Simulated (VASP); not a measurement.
A run of VASP 6.6.1 is set up as follows.

Contents of INCAR:

```
ALGO = Fast
EDIFF = 1E-6
ENCUT = 520
GGA = PE
ISIF = 2
ISMEAR = 0
IVDW = 12
LASPH = T
LCHARG = F
LREAL = F
LWAVE = F
NBANDS = 17
NELM = 60
PREC = Accurate
SIGMA = 0.05
```

File KPOINTS:

```
k-points
0
Gamma
  6 6 6
```

The input POSCAR:

```
SnSe
1.0
    3.6075516300      0.0000000000      0.0000000000
    0.0000000000      3.6075516300      0.0000000000
    0.0000000000      0.0000000000      3.6075516300
Se Sn
1 1
Direct
    0.0000000000      0.0000000000      0.0000000000
    0.5000000000      0.5000000000      0.5000000000
```

Potentials or basis: VASP PAW PBE potentials, release 64 (Se, Sn_d).

Command:

```sh
$ cat potpaw_PBE.64/Se/POTCAR potpaw_PBE.64/Sn_d/POTCAR > POTCAR
$ mpirun -np 1 vasp_std > vasp.out
```

(1) Predict the dispersion energy per atom.

(2) Estimate the band gap on the k mesh.

## Answers

(1) -0.408 eV.

(2) none (metal or under the smearing width).
